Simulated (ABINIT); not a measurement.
# BaTiO3 (R3m) in ABINIT: further runs

One crystal, BaTiO3, is run at these levels: LDA; tasks: single point.

Everything below comes from runs of ABINIT 10.8.3 (patched build). Logs are shortened: lines on timing, memory, paths and dates and some standing lists are left out, and cuts for length are marked. The log counts tension as positive stress, the text compression.

## Step 1: The structure

Symmetry: R3m, No. 160, trigonal system. The conventional cell has a = 5.655 Å, b = 5.655 Å, c = 6.955 Å, α = 90.00°, β = 90.00°, γ = 120.00°. Ba (site symmetry 3m) has 12 O at 2.79 to 2.89 Å as nearest neighbours. Ti (site symmetry 3m) has 6 O at 1.87 to 2.14 Å as nearest neighbours. O (site symmetry m) is surrounded by 2 Ti at 1.87 to 2.14 Å.

## Step 2: Single point, LDA

run.abi

```
# Pseudopotentials
pp_dirpath "./"
pseudos "Ba.upf, Ti.upf, O.upf"

# Structure
acell 4.0042 4.0042 4.0042 Angstrom
rprim
     0.7061002468     0.4076671676     0.5789904333
    -0.7061002468     0.4076671676     0.5789904333
     0.0000000000    -0.8153343352     0.5789904333
ntypat 3
znucl 56 22 8
natom 5
typat 1 2 3 3 3
xred
     0.0000000000     0.0000000000     0.0000000000
     0.4845000000     0.4845000000     0.4845000000
     0.5086000000     0.0175000000     0.5086000000
     0.0175000000     0.5086000000     0.5086000000
     0.5086000000     0.5086000000     0.0175000000

# Plane-wave basis
ecut 952.398519 eV

# k points
kptopt 1
ngkpt 5 5 5
nshiftk 1
shiftk 0.0 0.0 0.0

# Exchange and correlation
ixc 7

# Bands and occupations
nband 24
occopt 3
tsmear 0.05 eV

# SCF cycle
nstep 100
tolvrs 1.0e-10

# Output
iomode 3
prtwf 0
prtden 0
prteig 0
prtebands 0
enunit 1
```

Potentials or basis: PseudoDojo NC SR LDA v0.4.1 standard.

Started as:

```sh
mpirun --bind-to none -np 4 abinit run.abi > log 2>&1
```

run.abo:

```text
.Version 10.8.3 of ABINIT
 Symmetries : space group R3 m (#160); Bravais hR (rhombohedral)
================================================================================
 Values of the parameters that define the memory need of the present run
     intxc =       0    ionmov =       0      iscf =       7    lmnmax =       6
     lnmax =       6     mgfft =      45  mpssoang =       3    mqgrid =    3001
     natom =       5  nloc_mem =       1    nspden =       1   nspinor =       1
    nsppol =       1      nsym =       6    n1xccc =    2501    ntypat =       3
    occopt =       3   xclevel =       1
       mpw =        4305          nfft =       91125          nkpt =          19
================================================================================
================================================================================

--------------------------------------------------------------------------------
------------- Echo of variables that govern the present computation ------------
--------------------------------------------------------------------------------
 -outvars: echo values of preprocessed input variables --------
            acell      7.5668413534E+00  7.5668413534E+00  7.5668413534E+00 Bohr
              amu      1.37327000E+02  4.78800000E+01  1.59994000E+01
             ecut      3.50000000E+01 Hartree
           enunit           1
              ixc           7
         kptrlatt        5    0    0      0    5    0      0    0    5
          kptrlen      3.78342068E+01
            natom           5
            nband          24
            ngfft          45      45      45
             nkpt          19
            nstep         100
             nsym           6
           ntypat           3
           occopt           3
           prtden           0
        prtebands           0
           prteig           0
            prtwf           0
            rprim      7.0610024680E-01  4.0766716760E-01  5.7899043330E-01
                      -7.0610024680E-01  4.0766716760E-01  5.7899043330E-01
                       0.0000000000E+00 -8.1533433520E-01  5.7899043330E-01
          spgroup         160
           tolvrs      1.00000000E-10
           tsmear      1.83746611E-03 Hartree
            typat      1  2  3  3  3
           xangst      0.0000000000E+00  0.0000000000E+00  0.0000000000E+00
                       3.9801939823E-17 -3.9420468885E-17  3.3697849421E+00
                       1.3885197413E+00 -8.0166224649E-01  2.3988417472E+00
                      -1.3885197413E+00 -8.0166224649E-01  2.3988417472E+00
                       2.6418761282E-16  1.6033244930E+00  2.3988417472E+00
            xcart      0.0000000000E+00  0.0000000000E+00  0.0000000000E+00
                       7.5214765545E-17 -7.4493889947E-17  6.3679706438E+00
                       2.6239220315E+00 -1.5149220913E+00  4.5331539217E+00
                      -2.6239220315E+00 -1.5149220913E+00  4.5331539217E+00
                       4.9924223410E-16  3.0298441827E+00  4.5331539217E+00
             xred      0.0000000000E+00  0.0000000000E+00  0.0000000000E+00
                       4.8450000000E-01  4.8450000000E-01  4.8450000000E-01
                       5.0860000000E-01  1.7500000000E-02  5.0860000000E-01
                       1.7500000000E-02  5.0860000000E-01  5.0860000000E-01
                       5.0860000000E-01  5.0860000000E-01  1.7500000000E-02
            znucl       56.00000   22.00000    8.00000

================================================================================

 chkinp: Checking input parameters for consistency.

================================================================================
== DATASET  1 ==================================================================

--- !DatasetInfo
iteration_state: {dtset: 1, }
dimensions: {natom: 5, nkpt: 19, mband: 24, nsppol: 1, nspinor: 1, nspden: 1, mpw: 4305, }
cutoff_energies: {ecut:  35.0, pawecutdg:  -1.0, }
electrons: {nelect:   4.00000000E+01, charge:   0.00000000E+00, occopt:   3.00000000E+00, tsmear:   1.83746611E-03, }
meta: {optdriver: 0, ionmov: 0, optcell: 0, iscf: 7, paral_kgb: 0, }
...

 Exchange-correlation functional for the present dataset will be:
  LDA: Perdew-Wang 92 LSD fit to Ceperley-Alder data - ixc=7
  J.P.Perdew and Y.Wang, PRB 45, 13244 (1992)

 Real(R)+Recip(G) space primitive vectors, cartesian coordinates (Bohr,Bohr^-1):
 R(1)=  5.3429485  3.0847528  4.3811288  G(1)=  0.0935813  0.0540292  0.0760839
 R(2)= -5.3429485  3.0847528  4.3811288  G(2)= -0.0935813  0.0540292  0.0760839
 R(3)=  0.0000000 -6.1695056  4.3811288  G(3)=  0.0000000 -0.1080584  0.0760839
 Unit cell volume ucvol=  4.3325005E+02 bohr^3
 Angles (23,13,12)=  8.98370000E+01  8.98370000E+01  8.98370000E+01 degrees

 getcut: wavevector=  0.0000  0.0000  0.0000  ngfft=  45  45  45
         ecut(hartree)=     35.000   => boxcut(ratio)=   2.18345

--- Pseudopotential description ------------------------------------------------
- pspini: atom type   1  psp file is ./Ba.upf
12 -1012 2 -1 1912                            pspcod,pspxc,lmax,lloc,mmax
     nproj     2     2     2

- pspini: atom type   2  psp file is ./Ti.upf
12 -1012 2 -1 1568                            pspcod,pspxc,lmax,lloc,mmax
     nproj     2     2     2

- pspini: atom type   3  psp file is ./O.upf
12 -1012 2 -1 926                             pspcod,pspxc,lmax,lloc,mmax
     nproj     2     2     1

   2.38488445E+03                                ecore*ucvol(ha*bohr**3)
--------------------------------------------------------------------------------

================================================================================

--- !BeginCycle
iteration_state: {dtset: 1, }
solver: {iscf: 7, nstep: 100, nline: 4, wfoptalg: 0, }
tolerances: {tolvrs: 1.00E-10, }
...

     iter   Etot(hartree)      deltaE(h)  residm     vres2
 ETOT  1  -136.79643337516    -1.368E+02 1.527E-01 1.751E+03
 ETOT  2  -129.77173462715     7.025E+00 2.372E-01 2.671E+04
 ETOT  3  -137.32031657023    -7.549E+00 3.365E-02 4.062E+02
 ETOT  4  -137.33789467478    -1.758E-02 1.610E-02 2.660E+02
 ETOT  5  -137.38158376713    -4.369E-02 6.981E-03 6.604E+01
 ETOT  6  -137.39325341800    -1.167E-02 5.300E-03 1.077E+01
 ETOT  7  -137.39561151753    -2.358E-03 7.149E-03 1.051E-02
 ETOT  8  -137.39559750800     1.401E-05 8.299E-03 1.217E-01
 ETOT  9  -137.39562021020    -2.270E-05 3.951E-03 2.568E-03
 ETOT 10  -137.39562097301    -7.628E-07 2.641E-03 8.242E-06
 ETOT 11  -137.39562097938    -6.369E-09 1.356E-03 3.083E-06
 ETOT 12  -137.39562098081    -1.428E-09 1.437E-03 4.880E-07
 ETOT 13  -137.39562098097    -1.577E-10 1.039E-03 3.827E-10
 ETOT 14  -137.39562098097    -3.354E-12 5.606E-04 2.797E-09
 ETOT 15  -137.39562098097    -2.956E-12 8.672E-04 3.213E-10
 ETOT 16  -137.39562098097    -6.821E-13 1.818E-04 5.422E-11

 At SCF step   16       vres2   =  5.42E-11 < tolvrs=  1.00E-10 =>converged.

 Cartesian components of stress tensor (hartree/bohr^3)
  sigma(1 1)=  2.42708535E-04  sigma(3 2)=  0.00000000E+00
  sigma(2 2)=  2.42708532E-04  sigma(3 1)=  0.00000000E+00
  sigma(3 3)=  2.44002511E-04  sigma(2 1)=  0.00000000E+00

--- !ResultsGS
iteration_state: {dtset: 1, }
comment   : Summary of ground state results
lattice_vectors:
- [  5.3429485,   3.0847528,   4.3811288, ]
- [ -5.3429485,   3.0847528,   4.3811288, ]
- [  0.0000000,  -6.1695056,   4.3811288, ]
lattice_lengths: [   7.56684,    7.56684,    7.56684, ]
lattice_angles: [ 89.837,  89.837,  89.837, ] # degrees, (23, 13, 12)
lattice_volume:   4.3325005E+02
convergence: {deltae: -6.821E-13, res2:  5.422E-11, residm:  1.818E-04, diffor: null, }
etotal    :  -1.37395621E+02
entropy   :   0.00000000E+00
fermie    :   2.70461087E-01
cartesian_stress_tensor: # hartree/bohr^3
- [  2.42708535E-04,   0.00000000E+00,   0.00000000E+00, ]
- [  0.00000000E+00,   2.42708532E-04,   0.00000000E+00, ]
- [  0.00000000E+00,   0.00000000E+00,   2.44002511E-04, ]
pressure_GPa:  -7.1534E+00
xred      :
- [  0.0000E+00,   0.0000E+00,   0.0000E+00, Ba]
- [  4.8450E-01,   4.8450E-01,   4.8450E-01, Ti]
- [  5.0860E-01,   1.7500E-02,   5.0860E-01,  O]
- [  1.7500E-02,   5.0860E-01,   5.0860E-01,  O]
- [  5.0860E-01,   5.0860E-01,   1.7500E-02,  O]
cartesian_forces: # hartree/bohr
- [  4.50239922E-20,   2.67097833E-20,  -3.06786745E-03, ]
- [  2.39833962E-20,  -1.12661931E-20,  -1.80310128E-04, ]
- [ -2.66865915E-04,   1.54075108E-04,   1.08272586E-03, ]
- [  2.66865915E-04,   1.54075108E-04,   1.08272586E-03, ]
- [ -2.04820937E-20,  -3.08150216E-04,   1.08272586E-03, ]
force_length_stats: {min:   1.80310128E-04, max:   3.06786745E-03, mean:   1.32506920E-03, }
...

 Integrated electronic density in atomic spheres:
 ------------------------------------------------
 Atom  Sphere_radius  Integrated_density
    1        2.00000          5.27721150
    2        2.00000          9.46050330
    3        2.00000          6.19691689
    4        2.00000          6.19691689
    5        2.00000          6.19691689
================================================================================

 ----iterations are completed or convergence reached----

 Mean square residual over all n,k,spin=   11.787E-07; max=  18.177E-05
 reduced coordinates (array xred) for    5 atoms
       0.000000000000      0.000000000000      0.000000000000
       0.484500000000      0.484500000000      0.484500000000
       0.508600000000      0.017500000000      0.508600000000
       0.017500000000      0.508600000000      0.508600000000
       0.508600000000      0.508600000000      0.017500000000
 rms dE/dt=  7.1303E-03; max dE/dt=  1.3443E-02; dE/dt below (all hartree)
    1       0.013443004371      0.013443004371      0.013443004371
    2       0.000792243971      0.000792243971      0.000792243971
    3      -0.003790712068     -0.006642413779     -0.003790712068
    4      -0.006642413779     -0.003790712068     -0.003790712068
    5      -0.003790712068     -0.003790712068     -0.006642413779

 cartesian coordinates (angstrom) at end:
    1      0.00000000000000     0.00000000000000     0.00000000000000
    2      0.00000000000000    -0.00000000000000     3.36978494210437
    3      1.38851974130497    -0.80166224648668     2.39884174722765
    4     -1.38851974130497    -0.80166224648668     2.39884174722765
    5      0.00000000000000     1.60332449297335     2.39884174722765

 cartesian forces (hartree/bohr) at end:
    1      0.00000000000000     0.00000000000000    -0.00306786744709
    2      0.00000000000000    -0.00000000000000    -0.00018031012790
    3     -0.00026686591542     0.00015407510809     0.00108272585833
    4      0.00026686591542     0.00015407510809     0.00108272585833
    5     -0.00000000000000    -0.00030815021619     0.00108272585833
 frms,max,avg= 9.3971903E-04 3.0678674E-03   0.000E+00  0.000E+00 -5.209E-07 h/b

 cartesian forces (eV/Angstrom) at end:
    1      0.00000000000000     0.00000000000000    -0.15775608697950
    2      0.00000000000000    -0.00000000000000    -0.00927191956959
    3     -0.01372279711927     0.00792286061016     0.05567600218303
    4      0.01372279711927     0.00792286061016     0.05567600218303
    5     -0.00000000000000    -0.01584572122032     0.05567600218303
 frms,max,avg= 4.8322296E-02 1.5775609E-01   0.000E+00  0.000E+00 -2.679E-05 e/A
 length scales=  7.566841353360  7.566841353360  7.566841353360 bohr
              =  4.004200000000  4.004200000000  4.004200000000 angstroms
 Fermi (or HOMO) energy (eV) =   7.35962   Average Vxc (eV)= -11.92916
 Eigenvalues (   eV  ) for nkpt=  19  k points:
 kpt#   1, nband= 24, wtk=  0.00800, kpt=  0.0000  0.0000  0.0000 (reduced coord)
 -49.40992  -26.01245  -26.01245  -26.00273  -18.48837  -10.26066   -9.55327   -9.55327
  -3.62111   -3.62111   -3.61819    3.98886    3.99100    3.99100    4.87193    4.87193
   5.11358    5.67639    5.81990    5.81990    8.55160    8.55160    8.69883   10.87778
 prteigrs : prtvol=0 or 1, do not print more k-points.

--- !EnergyTerms
iteration_state     : {dtset: 1, }
comment             : Components of total free energy in Hartree
kinetic             :  6.26654305304399E+01
hartree             :  2.99807783693186E+01
xc                  : -2.77476460071161E+01
Ewald energy        : -1.03236698662903E+02
psp_core            :  5.50463742543885E+00
local_psp           : -1.00745335341895E+02
non_local_psp       : -3.81678729425820E+00
internal            : -1.37395620980975E+02
'-kT*entropy'       : -2.29013278025761E-13
total_energy        : -1.37395620980975E+02
total_energy_eV     : -3.73872531101972E+03
band_energy         : -1.09204143641025E+01
...

 Cartesian components of stress tensor (hartree/bohr^3)
  sigma(1 1)=  2.42708535E-04  sigma(3 2)=  0.00000000E+00
  sigma(2 2)=  2.42708532E-04  sigma(3 1)=  0.00000000E+00
  sigma(3 3)=  2.44002511E-04  sigma(2 1)=  0.00000000E+00

-Cartesian components of stress tensor (GPa)         [Pressure= -7.1534E+00 GPa]
- sigma(1 1)=  7.14073162E+00  sigma(3 2)=  0.00000000E+00
- sigma(2 2)=  7.14073156E+00  sigma(3 1)=  0.00000000E+00
- sigma(3 3)=  7.17880172E+00  sigma(2 1)=  0.00000000E+00

== END DATASET(S) ==============================================================
================================================================================

 -outvars: echo values of variables after computation  --------
            acell      7.5668413534E+00  7.5668413534E+00  7.5668413534E+00 Bohr
           etotal     -1.3739562098E+02
            fcart      4.5023992247E-20  2.6709783283E-20 -3.0678674471E-03
                       2.3983396211E-20 -1.1266193073E-20 -1.8031012790E-04
                      -2.6686591542E-04  1.5407510809E-04  1.0827258583E-03
                       2.6686591542E-04  1.5407510809E-04  1.0827258583E-03
                      -2.0482093682E-20 -3.0815021619E-04  1.0827258583E-03
            rprim      7.0610024680E-01  4.0766716760E-01  5.7899043330E-01
                      -7.0610024680E-01  4.0766716760E-01  5.7899043330E-01
                       0.0000000000E+00 -8.1533433520E-01  5.7899043330E-01
           strten      2.4270853471E-04  2.4270853247E-04  2.4400251096E-04
                       0.0000000000E+00  0.0000000000E+00  0.0000000000E+00
           xangst      0.0000000000E+00  0.0000000000E+00  0.0000000000E+00
                       3.9801939823E-17 -3.9420468885E-17  3.3697849421E+00
                       1.3885197413E+00 -8.0166224649E-01  2.3988417472E+00
                      -1.3885197413E+00 -8.0166224649E-01  2.3988417472E+00
                       2.6418761282E-16  1.6033244930E+00  2.3988417472E+00
             xred      0.0000000000E+00  0.0000000000E+00  0.0000000000E+00
                       4.8450000000E-01  4.8450000000E-01  4.8450000000E-01
                       5.0860000000E-01  1.7500000000E-02  5.0860000000E-01
                       1.7500000000E-02  5.0860000000E-01  5.0860000000E-01
                       5.0860000000E-01  5.0860000000E-01  1.7500000000E-02
 Calculation completed.
```

It took 16 s on 4 MPI ranks of AMD EPYC 9R45 (Zen 5), shared host; peak memory 0.32 GiB.

Results:

| Item | Value |
| --- | --- |
| Free energy | -3738.7253 eV |
| Largest force | 0.158 eV/Å |
| Band gap on the k mesh | 2.46 eV, indirect (least direct gap 2.73 eV) |
| Valence electrons inside the program's atomic spheres | Ba 5.28; Ti 9.46; O 6.20 |

Forces in eV/Å, atoms in the order of the input:
```
Ba   0.000  0.000 -0.158
Ti   0.000  0.000 -0.009
O   -0.014  0.008  0.056
O    0.014  0.008  0.056
O    0.000 -0.016  0.056
```

Levels at points of the mesh, in eV from the valence-band top:
```
           k point  band 16  band 17  band 18  band 19  band 20  band 21  band 22  band 23  band 24
(0.00, 0.00, 0.00)    -1.22    -0.97    -0.41    -0.27    -0.27     2.46     2.46     2.61     4.79
```

Caveat: the cutoff is too short for stress, so the log's stress isn't used; this set's barium file shifts pressures by 1 GPa against other sets; this release of the barium file is off; spin-orbit coupling is left out, which moves the levels of the heavy elements; an odd mesh through Γ misses points on the zone boundary, where band edges often lie.

## Step 3: Single point, LDA

run.abi, as its differences from that of step 2:

```diff
@@ -5,7 +5,7 @@
 # Structure
-acell 4.0042 4.0042 4.0042 Angstrom
+acell 3*1.0
 rprim
-     0.7061002468     0.4076671676     0.5789904333
-    -0.7061002468     0.4076671676     0.5789904333
-     0.0000000000    -0.8153343352     0.5789904333
+     5.3429485438     3.0847527799     4.3811287513
+    -5.3429485438     3.0847527799     4.3811287513
+     0.0000000000    -6.1695055600     4.3811287513
 ntypat 3
@@ -22,3 +22,3 @@
 # Plane-wave basis
-ecut 952.398519 eV
+ecut 35.0
 
@@ -48,2 +48,2 @@
 prtebands 0
-enunit 1
+prtvol 2
```

Potentials or basis: PseudoDojo NC SR LDA v0.4.1 standard.

Started as:

```sh
abinit run.abi > log 2>&1
```

Wall time 63 s (1 thread of AMD EPYC 9R45 (Zen 5), shared host); peak memory 0.1 GiB.

The run converged. Its results:

```yaml
Free_energy: -3738.7253 eV
Largest_force: 0.158 eV/Å
Band_gap_on_the_k_mesh: 2.46 eV, indirect (least direct gap 2.73 eV)
Valence_electrons_inside_the_program's_atomic_spheres: Ba 5.28; Ti 9.46; O 6.20
```

Forces on the atoms (eV/Å):
```
Ba   0.000  0.000 -0.158
Ti   0.000  0.000 -0.009
O   -0.014  0.008  0.056
O    0.014  0.008  0.056
O    0.000 -0.016  0.056
```

Levels at points of the mesh, in eV from the valence-band top:
```csv
k point,band 16,band 17,band 18,band 19,band 20,band 21,band 22,band 23,band 24
"(0.00, 0.00, 0.00)",-1.22,-0.97,-0.41,-0.27,-0.27,2.46,2.46,2.61,4.79
```

Caveat: the cutoff is too short for stress, so the log's stress isn't used; this set's barium file shifts pressures by 1 GPa against other sets; this release of the barium file is off; spin-orbit coupling is left out, which moves the levels of the heavy elements; an odd mesh through Γ misses points on the zone boundary, where band edges often lie.
